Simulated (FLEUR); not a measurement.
A run of FLEUR MaX-R8.1 (patched build s14) is set up as follows.

File inp.xml:

```xml
<?xml version="1.0" encoding="UTF-8" standalone="no"?>
<fleurInput fleurInputVersion="0.39">
   <comment>
      BAs                                                                                                 
   </comment>
   <calculationSetup>
      <cutoffs Kmax="4.61" Gmax="14.3" GmaxXC="14.3" numbands="0"/>
      <scfLoop itmax="60" minDistance="0.00001" maxIterBroyd="15" imix="Anderson" alpha="0.05" precondParam="0.0" spinf="2.0"/>
      <coreElectrons ctail="T" frcor="F" kcrel="0" coretail_lmax="0"/>
      <xcFunctional name="pbe" relativisticCorrections="F"/>
      <magnetism jspins="1"/>
      <soc l_soc="F" theta="0.0" phi="0.0" spav="F"/>
      <expertModes spex="0" secvar="F"/>
      <geometryOptimization l_f="T" forcealpha="1.0" forcemix="BFGS" epsdisp="0.0005" epsforce="0.0002"/>
      <ldaU l_linMix="F" mixParam="0.05" spinf="1.0"/>
   </calculationSetup>
   <cell>
      <bzIntegration valenceElectrons="24.0" mode="hist" fermiSmearingEnergy="0.00183747">
         <kPointListSelection listName="default-1"/>
         <!-- k-points included here -->
         <xi:include xmlns:xi="http://www.w3.org/2001/XInclude" href="kpts.xml"> </xi:include>
      </bzIntegration>
      <!-- symmetry operations included here -->
      <xi:include xmlns:xi="http://www.w3.org/2001/XInclude" href="sym.xml"> </xi:include>
      <bulkLattice scale="1.0">
         <bravaisMatrix>
            <row-1>    0.0000000000000000     4.5136108486071000     4.5136108486071000</row-1>
            <row-2>    4.5136108486071000     0.0000000000000000     4.5136108486071000</row-2>
            <row-3>    4.5136108486071000     4.5136108486071000     0.0000000000000000</row-3>
         </bravaisMatrix>
      </bulkLattice>
   </cell>
   <atomSpecies>
      <species name="Arsenic (As)" element="As" atomicNumber="33">
         <mtSphere radius="1.99" gridPoints="677" logIncrement="0.018"/>
         <atomicCutoffs lmax="8" lnonsphr="6"/>
         <electronConfig flipSpins="F">
            <coreConfig>(1s1/2) (2s1/2) (2p1/2) (2p3/2) (3s1/2)</coreConfig>
            <valenceConfig>(3p1/2) (3p3/2) (4s1/2) (3d3/2) (3d5/2) (4p1/2) (4p3/2)</valenceConfig>
            <stateOccupation state="(4p1/2)" spinUp="0.500000" spinDown="0.500000"/>
            <stateOccupation state="(4p3/2)" spinUp="1.000000" spinDown="1.000000"/>
         </electronConfig>
         <energyParameters s="4" p="4" d="3" f="4"/>
         <lo type="SCLO" l="1" n="3" eDeriv="0"/>
         <lo type="SCLO" l="1" n="3" eDeriv="1"/>
         <lo type="HELO" l="2" n="4" eDeriv="0"/>
         <lo type="HELO" l="2" n="4" eDeriv="1"/>
         <lo type="SCLO" l="0" n="4" eDeriv="2"/>
         <lo type="SCLO" l="3" n="4" eDeriv="2"/>
      </species>
      <species name="Boron (B)" element="B" atomicNumber="5">
         <mtSphere radius="1.52" gridPoints="519" logIncrement="0.02"/>
         <atomicCutoffs lmax="8" lnonsphr="6"/>
         <electronConfig flipSpins="F">
            <coreConfig>(1s1/2)</coreConfig>
            <valenceConfig>(2s1/2) (2p1/2) (2p3/2)</valenceConfig>
            <stateOccupation state="(2p1/2)" spinUp="0.166667" spinDown="0.166667"/>
            <stateOccupation state="(2p3/2)" spinUp="0.333333" spinDown="0.333333"/>
         </electronConfig>
         <energyParameters s="2" p="2" d="3" f="4"/>
         <lo type="SCLO" l="0" n="2" eDeriv="2"/>
         <lo type="SCLO" l="1" n="2" eDeriv="2"/>
         <lo type="SCLO" l="2" n="3" eDeriv="2"/>
      </species>
   </atomSpecies>
   <atomGroups>
      <atomGroup species="Arsenic (As)">
         <relPos label="                   1">-1.000/4.000 -1.000/4.000 -1.000/4.000</relPos>
         <force calculate="T" relaxXYZ="TTT"/>
      </atomGroup>
      <atomGroup species="Boron (B)">
         <relPos label="                   2">.0000000000 .0000000000 .0000000000</relPos>
         <force calculate="T" relaxXYZ="TTT"/>
      </atomGroup>
   </atomGroups>
   <output dos="F" band="F" slice="F">
      <checks vchk="F" cdinf="F"/>
      <bandDOS minEnergy="-.5*Htr" maxEnergy="0.5*Htr" sigma="0.015" storeEVData="T"/>
      <vacuumDOS vacdos="F" integ="F" star="F" nstars="0" locx1="0.0" locy1="0.0" locx2="0.0" locy2="0.0" nstm="0" tworkf="0.0"/>
      <unfoldingBand unfoldBand="F" supercellX="1" supercellY="1" supercellZ="1"/>
      <plotting iplot="0" polar="F">
         <plot TwoD="T" vec1="  1.0  0.0  0.0" vec2="  0.0  1.0  0.0" vec3="  0.0  0.0  1.0" zero="  0.0  0.0  0.0" file="plot"/>
      </plotting>
      <chargeDensitySlicing numkpt="0" minEigenval="0.0" maxEigenval="0.0" nnne="0" pallst="F"/>
      <specialOutput eonly="F"/>
      <magneticCircularDichroism mcd="F" energyLo="-10.0" energyUp="0.0"/>
   </output>
  <!-- We include the file relax.xml here to enable relaxations (see documentation) -->
  <xi:include xmlns:xi="http://www.w3.org/2001/XInclude" href="relax.xml"> <xi:fallback/> </xi:include>
</fleurInput>
```

The input crystal.txt:

```
BAs
&input cartesian=F /
0.0000000000  2.3885000000  2.3885000000
2.3885000000  0.0000000000  2.3885000000
2.3885000000  2.3885000000  0.0000000000
1.8897261246
1.0 1.0 1.0

2
33 0.7500000000  0.7500000000  0.7500000000
5 0.0000000000  0.0000000000  0.0000000000

&kpt div1=10 div2=10 div3=10 gamma=T /
```

Potentials or basis: all-electron, FLAPW.

The run is started by

```sh
$ inpgen -f crystal.txt -profile fastHighL
$ # inp.xml edited to the form shown
$ fleur
```

Q: What does it give for the band gap on the k mesh?

A: 1.19 eV, indirect (least direct gap 3.28 eV).

Core levels (eV from the Fermi level):
```
atom                                                                     levels
1 As  1s1/2 -11711.3, 2s1/2 -1481.4, 2p1/2 -1323.0, 2p3/2 -1286.4, 3s1/2 -185.4
 2 B                                                               1s1/2 -173.8
```

A k mesh can miss the band edges. As with any semilocal functional, this PBE gap is likely too small.
